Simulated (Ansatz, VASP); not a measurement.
ZnS in VASP and in Ansatz

```xyz
2
Lattice="3.8212 0.0000 0.0000 1.9106 3.3093 0.0000 1.9106 1.1031 3.1200" Properties=species:S:1:pos:R:3 pbc="T T T"
Zn    1.9106    1.1031    0.7800
S     0.0000    0.0000    0.0000
```

Alike in both runs: task single point; functional PBE; k mesh 4 × 4 × 4; no spin polarisation.

|  | VASP | Ansatz |
| --- | --- | --- |
| version | VASP 6.6.1 | Ansatz 0.2.0 |
| potentials or method | VASP PAW PBE potentials, release 64 (Zn, S) | plane waves, PAW |
| plane-wave cutoff (eV) | 520 | 463 |
| occupations | gaussian, width 0.01 eV | fixed |
| valence electrons in the cell | 18 | 18 |

|  | VASP | Ansatz | Ansatz less VASP |
| --- | --- | --- | --- |
| gap on the k mesh at the Fermi level (eV) | 2.10 | 2.10 | -0.003 |

Caveats: the k mesh is coarse (spacing up to 0.50 Å⁻¹), so the values aren't converged. A hybrid or GW would open this gap; PBE tends to underestimate it.
